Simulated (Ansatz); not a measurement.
# KCl (Sylvite) (Fm-3m) in Ansatz: settings compared, part 2 of 2

Ansatz 0.2.0. The steps go on from the part before.

### 5 Born charges and dielectric tensor, LDA

File input.yaml:

```yaml
crystal:
  lattice: { a: 6.29294, b: 6.29294, c: 6.29294, alpha: 90.0, beta: 90.0, gamma: 90.0 }
  space_group: 225
  reduce_to_primitive: true
  atoms:
    - { symbol: K, wyckoff: "4a", position: [0.0, 0.0, 0.0] }
    - { symbol: Cl, wyckoff: "4b", position: [0.5, 0.0, 0.0] }
hamiltonian:
  xc: lda
  pseudopotentials: { kind: paw, core: large }
kpoints:
  mp_grid: { grid: [7, 7, 7] }
scf:
  occupations: { method: fixed }
dielectric:
  method: response
```

Potentials or basis: Ansatz PAW.

Run with:

```
$ ansatz run input.yaml --threads 1 --pin off --max-ram 2560MiB --backend cpu --events-out ev --progress --plain --runs-dir out
```

The log of the run:

```text
Warning: of K the run reads no dataset of the core that `hamiltonian.pseudopotentials.core` asks for: this build lists none beside the file that it uses, or the input names that file
Warning: RAYON_NUM_THREADS=1 ignored (pool sized by the plan → 1); use --threads N
crystal.space_group: 225 is read as Fm-3m: the typed cell holds K4Cl4 (K 4a, Cl 4b). Least distances (Å): K–K 4.450, K–Cl 3.146, Cl–Cl 4.450
crystal.space_group generates its sites in this order, which a site index counts, at these fractional coordinates of the primitive cell where crystal.reduce_to_primitive is true, and else of the cell that is read (crystal.supercell repeats the list replica by replica, and crystal.defects acts on that): 0: K [0.000000, 0.000000, 0.000000]; 1: Cl [0.500000, 0.500000, 0.500000];
Engine: ansatz 0.2.0, aarch64-unknown-linux-gnu
Pseudopotentials: kind: paw
Pseudopotential: K, paw, valence charge 9, recommended cutoff 420 eV (normal), K.paw.azcp
Pseudopotential: Cl, paw, valence charge 7, recommended cutoff 420 eV (normal), Cl.paw.azcp
Functional definition: SPW92
  exchange = slater_x
  correlation = pw_c
Crystal: 2 atoms, lattice volume = 62.302 Å³
Basis set: ecut = 420 eV, 1243 PW (Γ), exchange–correlation on 60×60×60 points (8 copies of the dense FFT grid, shifted against one another)
Bands: 12, of which v1, the nominal top of the filled ones, is band 8 counted from 1 (7 counted from 0)
Symmetry: 48 space group operations
k-points: 40 of 343 (irreducible under 8 space group operations, time reversal used)
Non-local potential: K, projectors of the file, l = 0: 3, l = 1: 2, l = 2: 2
Non-local potential: Cl, projectors of the file, l = 0: 2, l = 1: 2, l = 2: 2
PAW form: soft (Blöchl's): semilocal exchange-correlation on the pseudo side does not see the compensation charge
PAW frozen core: K, regenerated for the run's functional, and the local potential with it (the file was generated under x = pbe(κ = 0.804, μ = 0.2195149727645171), c = pbe(β = 0.06672455060314922))
PAW frozen core: Cl, regenerated for the run's functional, and the local potential with it (the file was generated under x = pbe(κ = 0.804, μ = 0.2195149727645171), c = pbe(β = 0.06672455060314922))
PAW one-centre angular grid: K, 110 points (default); XC on 64 Gauss nodes
PAW one-centre angular grid: Cl, 110 points (default); XC on 64 Gauss nodes
Initial density: superposition of atomic densities (neutral atoms: chi_scale 0, normalization atom), corrected by the library's trained network
Initial wavefunctions: pseudopotential atomic-orbital guess
Functional: x = slater, c = lda
SCF iter   1: F=—  HF=-2544.258332 eV  |F-HF|=—  |Δ(HF+E_count)|=         —  Δρ=6.19e-3  dr2=2.38e-2  ethr=1.77e-3  ⟨swp⟩=4.6  Hψ=2609  notcnv=0  defer=78
preconditioner: auto → none  [insulator: Δε(μ)=4.622 eV  Ē_g=14.842 eV  n_scr=14 (ndim 8)  ℏωp=17.6 eV  f_vac=0.081  ε∞_Penn≈2.4]
SCF iter   2: F=—  HF=-2544.250429 eV  |F-HF|=—  |Δ(HF+E_count)|=   7.90e-3  Δρ=2.83e-3  dr2=2.19e-3  ethr=1.48e-4  ⟨swp⟩=2.3  Hψ=1023  notcnv=0  defer=78
SCF iter   3: F=—  HF=-2544.249761 eV  |F-HF|=—  |Δ(HF+E_count)|=   6.68e-4  Δρ=1.02e-3  dr2=3.54e-4  ethr=1.37e-5  ⟨swp⟩=2.3  Hψ=726  notcnv=0  defer=78
SCF iter   4: F=—  HF=-2544.249652 eV  |F-HF|=—  |Δ(HF+E_count)|=   1.09e-4  Δρ=8.06e-5  dr2=3.09e-6  ethr=2.22e-6  ⟨swp⟩=2.2  Hψ=694  notcnv=0  defer=12
SCF iter   5: F=—  HF=-2544.249648 eV  |F-HF|=—  |Δ(HF+E_count)|=   3.57e-6  Δρ=1.38e-5  dr2=2.81e-8  ethr=1.93e-8  ⟨swp⟩=3.0  Hψ=777  notcnv=0
SCF iter   6: F=—  HF=-2544.249650 eV  |F-HF|=—  |Δ(HF+E_count)|=   2.00e-6  Δρ=8.97e-7  dr2=3.84e-10  ethr=1.76e-10  ⟨swp⟩=2.0  Hψ=761  notcnv=0
SCF iter   7: F=-2544.249650 eV  HF=-2544.249650 eV  |F-HF|=1.82e-12  |Δ(HF+E_count)|=  6.28e-11  Δρ=1.31e-7  dr2=6.23e-12  ethr=1.00e-12  ⟨swp⟩=3.6  Hψ=1636  notcnv=0
SCF 1 converged in 7 iterations: F = -2544.249650 eV  dr2 = 6.23e-12
NSCF: frozen V_eff on 5 k-points
DFPT response loops at Γ: preconditioner auto → none (the input reference at scf.mixing.eps_inf says where Resta's filter doesn't serve); β = 0.50; Broyden in place of MSR1
SCF converged after 7 iterations
Free energy (F): -2544.249650 eV
Harris-Foulkes:  -2544.249650 eV  (|F-HF|=1.82e-12)
Internal energy: -2544.249650 eV  (E = F + TS)
E sigma→0 (E₀):  -2544.249650 eV
Fermi energy:    0.587230 eV
--- Per-component energies (eV) ---
  E_band       = -134.551992
  E_kinetic    = 414.715539
  E_local      = -837.013729  (includes V_loc(G=0)·N_el)
  E_nonlocal   = 45.499947
  E_hartree    = 278.027112
  E_xc         = -238.994790
  E_vxc        = -285.129277  (∫ρ·V_xc dr)
  E_paw        = -1367.911171  (= ΣΔE_a)
  E_vpaw       = -28.678786  (= ΣTr[D̂ρ^β])
  E_aug_tail   = 0.000095  (compensation charges beyond the density's cutoff)
  E_ewald      = -839.020646
  E_core_change = 0.447992  (= ΣΔE_core)
  E_smearing   = -0.000000  (= −TS)
  E_closure    = -0.000000  (closes the sum)
  Σ components = -2544.249650   (vs F -2544.249650, Δ=0.00e0)
--- Band table (eV; the first three rows and the last of 40) ---
  k-point 0: bands = ["-26.2922", "-11.4675", "-9.9507", "-9.9507", "-9.9507", "0.5872", "0.5872", "0.5872", "5.3302", "8.6625", "8.6625", "8.6625"]
  k-point 1: bands = ["-26.2900", "-11.5072", "-9.9527", "-9.9527", "-9.9009", "0.3229", "0.5180", "0.5180", "5.8276", "8.5002", "8.9192", "8.9192"]
  k-point 2: bands = ["-26.2850", "-11.5887", "-9.9571", "-9.9571", "-9.7963", "-0.1677", "0.3698", "0.3698", "6.8939", "8.4338", "9.6354", "9.6354"]
  k-point 39: bands = ["-26.2772", "-11.4769", "-10.0655", "-10.0263", "-9.8595", "-0.0334", "0.0497", "0.2013", "7.9566", "8.6586", "9.7407", "10.2139"]
--- Dielectric response (ions clamped): 1 representative field direction + reference, on 40 of 343 k-points (Σ response iterations 7) ---
  k mesh reduced under 8 symmetry operations, with k and −k counted as one. Each operation leaves every solved perturbation unchanged. A smaller set is not considered because the run solves the response to a homogeneous field
  ε∞ (high-frequency dielectric tensor):
        2.395275     0.000000     0.000000
        0.000000     2.395275    -0.000000
        0.000000    -0.000000     2.395275
  Born effective charges Z* (e; rows j = field, columns β = displacement):
    site 0:
         1.12266    0.00000    0.00000
         0.00000    1.12266   -0.00000
         0.00000   -0.00000    1.12266
    site 1:
        -1.12266   -0.00000   -0.00000
        -0.00000   -1.12266    0.00000
        -0.00000    0.00000   -1.12266
  Z* charge neutrality: 2.695e-5 e pre-enforcement
  k-mesh period / interband length: 31.1 Å / 1.25 Å = 24.98 at k = (0.0000, 0.0000, 0.0000), direct gap 4.743 eV — 14 or more, which is no proof of convergence
```

Run time: 6.4 s. Hardware: 1 thread of Arm Neoverse V2, shared host; peak memory 0.34 GiB.

What came out:

| Quantity | Value |
| --- | --- |
| Free energy | -2544.2497 eV |
| Band gap on the k mesh | 4.74 eV, direct |
| Electronic dielectric tensor (diagonal) | 2.40 |
| Born charges (mean of the diagonal) | K +1.12; Cl -1.12 e |

Levels at points of the mesh, in eV from the valence-band top:
```csv
k point,band 4,band 5,band 6,band 7,band 8,band 9,band 10,band 11,band 12
"(0.00, 0.00, 0.00)",-10.54,-10.54,0.00,0.00,0.00,4.74,8.08,8.08,8.08
```

Electronic dielectric tensor:
```
2.40 0.00 0.00
0.00 2.40 0.00
0.00 0.00 2.40
```

Born effective charge tensors (e):
atom 1, K
```
1.12 0.00 0.00
0.00 1.12 0.00
0.00 0.00 1.12
```
atom 2, Cl
```
-1.12  0.00  0.00
 0.00 -1.12  0.00
 0.00  0.00 -1.12
```

Caveat: odd divisions of the mesh miss points on the zone boundary, where band edges often lie, so the gap on the mesh can be too wide; the PAW data sets come from PBE, with cores solved anew for the run's functional, which leaves a small shift of forces and pressure.

### 6 Density of states, SVWN5

File input.yaml:

```yaml
crystal:
  lattice:
    - [0.0, 3.14647, 3.14647]
    - [3.14647, 0.0, 3.14647]
    - [3.14647, 3.14647, 0.0]
  atoms:
    - { symbol: K, position: [0.0, 0.0, 0.0] }
    - { symbol: Cl, position: [0.5, 0.5, 0.5] }
hamiltonian:
  xc: { exchange: slater, correlation: vwn5 }
  pseudopotentials: { kind: paw, xc_functional: lda, accuracy: standard }
kpoints:
  mp_grid: { grid: [7, 7, 7] }
scf:
  occupations: { method: methfessel_paxton, width: 0.05 }
  n_extra_bands: 6
output:
  forces: true
  stress: true
  eigenvalues: true
  dos: { projected: false, de: 0.05, nscf_kmesh: { grid: [11, 11, 11] } }
```

Potentials or basis: JTH PAW LDA.

Run with:

```
$ ansatz run input.yaml --threads 1 --pin off --max-ram 2560MiB --backend cpu --events-out ev --progress --plain --runs-dir out
```

Run time: 4.8 s. Hardware: 1 thread of Arm Neoverse V2, shared host; peak memory 0.35 GiB.

The run converged. Its results:

| Quantity | Value |
| --- | --- |
| Free energy | -2541.9993 eV |
| Pressure | -1.9 GPa |
| Band gap on the k mesh | 4.74 eV, direct |

Levels at points of the mesh, in eV from the valence-band top:
| k point | band 4 | band 5 | band 6 | band 7 | band 8 | band 9 | band 10 | band 11 | band 12 | band 13 |
| --- | --- | --- | --- | --- | --- | --- | --- | --- | --- | --- |
| (0.00, 0.00, 0.00) | -10.54 | -10.54 | 0.00 | 0.00 | 0.00 | 4.74 | 8.08 | 8.08 | 8.08 | 8.99 |

States per cell in windows of 1 eV (zero at the valence-band top; states under -8 eV left out):
| from (eV) | total |
| --- | --- |
| -8.0 | 0.00 |
| -7.0 | 0.00 |
| -6.0 | 0.00 |
| -5.0 | 0.00 |
| -4.0 | 0.00 |
| -3.0 | 0.00 |
| -2.0 | 0.19 |
| -1.0 | 5.81 |
| 0.0 | 0.00 |
| 1.0 | 0.00 |
| 2.0 | 0.00 |
| 3.0 | 0.00 |
| 4.0 | 0.01 |
| 5.0 | 0.16 |
| 6.0 | 0.95 |
| 7.0 | 2.39 |

Caveat: odd divisions of the mesh miss points on the zone boundary, where band edges often lie, so the gap on the mesh can be too wide.

### 7 For comparison

An earlier run on the cell as given: functional PBE; potentials or basis Ansatz PAW; cutoff 420 eV (not typed: the program's choice for these potentials); k mesh 7 × 7 × 7; occupations fermi-dirac, width 0.05 eV; no spin polarisation.

* Pressure: 0.8 GPa
* Band gap on the k mesh: 5.19 eV, direct

### 8 Summary

| task | level | potentials or basis | k mesh | cutoff (eV) | smearing | atoms under strain | gap on the mesh (eV) | pressure (GPa) |
| --- | --- | --- | --- | --- | --- | --- | --- | --- |
| Born charges and dielectric tensor | LDA | Ansatz PAW | 7 × 7 × 7 | 420 | fixed | - | 4.74 | - |
| elastic constants | PBE | Ansatz PAW | 5 × 5 × 5 | 420 | fixed | clamped | 5.19 | 0.8 |
| density of states | SVWN5 | JTH PAW LDA | 7 × 7 × 7 | 930 | methfessel-paxton 0.05 eV | - | 4.74 | -1.9 |
| single point | PBE | Ansatz PAW | 7 × 7 × 7 | 420 | fermi-dirac 0.05 eV | - | 5.19 | 0.8 |

Alike in all rows: no spin polarisation; cell as given.

Caveats: odd divisions of the mesh miss points on the zone boundary, where band edges often lie, so the gap on the mesh can be too wide; the PAW data sets come from PBE, with cores solved anew for the run's functional, which leaves a small shift of forces and pressure (some runs).

Absolute energies hang on the potentials; compare differences alone.

### 9 How close it comes

Step 2. The gap isn't set beside the deposited one, since this odd mesh misses points on the zone boundary. A measured high-frequency dielectric constant of KCl is 2.19 (80 K; a printed reference work, textbook); the calculated 2.40 misses it by +9.4 %.

Step 3. Against the measured gap of KCl, 8.68 eV (a printed reference work, monograph), the calculated 5.19 eV is off by -3.49 eV. The value is that of PBE, without temperature or zero-point motion. Semilocal functionals fall short of measured gaps as a rule.

Step 5. The gap isn't set beside the deposited one, since this odd mesh misses points on the zone boundary. A measured high-frequency dielectric constant of KCl is 2.19 (80 K; a printed reference work, textbook); the calculated 2.40 misses it by +9.4 %.

Step 6. The gap isn't set beside the deposited one, since this odd mesh misses points on the zone boundary.
